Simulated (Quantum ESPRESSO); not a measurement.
# GaN: dielectric tensor and Born charges under several settings

```
CELL_PARAMETERS angstrom
3.18000 0.00000 0.00000
-1.59000 2.75396 0.00000
0.00000 0.00000 5.16600
ATOMIC_POSITIONS crystal
Ga 0.66667 0.33333 0.50000
Ga 0.33333 0.66667 0.00000
N 0.66667 0.33333 0.87500
N 0.33333 0.66667 0.37500
```

All runs used Quantum ESPRESSO 7.5; potentials GBRV 1.5 PBE; given cell; no spin polarisation; cutoff 762 eV; occupations smeared at first, fixed for the response.

| level | k mesh (s: shifted) | pressure (GPa) | ε∞ (diagonal) | Born charge of atom 1 (e) | sum of the Born charges (e) |
| --- | --- | --- | --- | --- | --- |
| PBE | 4 × 4 × 2s | 7.7 | 6.63, 6.63, 5.54 | 2.64 | -0.50 |
| PBE | 6 × 6 × 4s | ? | ? | ? | ? |
| PBE | 8 × 8 × 4s | 7.6 | 5.75, 5.75, 5.71 | 2.67 | -0.01 |
| PBE | 10 × 10 × 6s | 7.6 | 5.72, 5.72, 5.79 | 2.67 | 0.00 |

Problem. What stands in the row left open?

Solution. Pressure 7.6 GPa; ε∞ 5.99, 5.99, 5.69; Born charge of atom 1 2.66 e; sum of the Born charges -0.07 e.

Caveats: some runs use coarse meshes; the cell is more than 3 GPa from zero pressure, which shifts response properties.

For the row left open. Caveat: the mesh is thin for the dielectric tensor, Born charges and intensities, which usually come out too large; the cell is more than 3 GPa from zero pressure, which shifts response properties; the Born charges break their sum rule by 0.07 e, a sign of too thin a mesh.
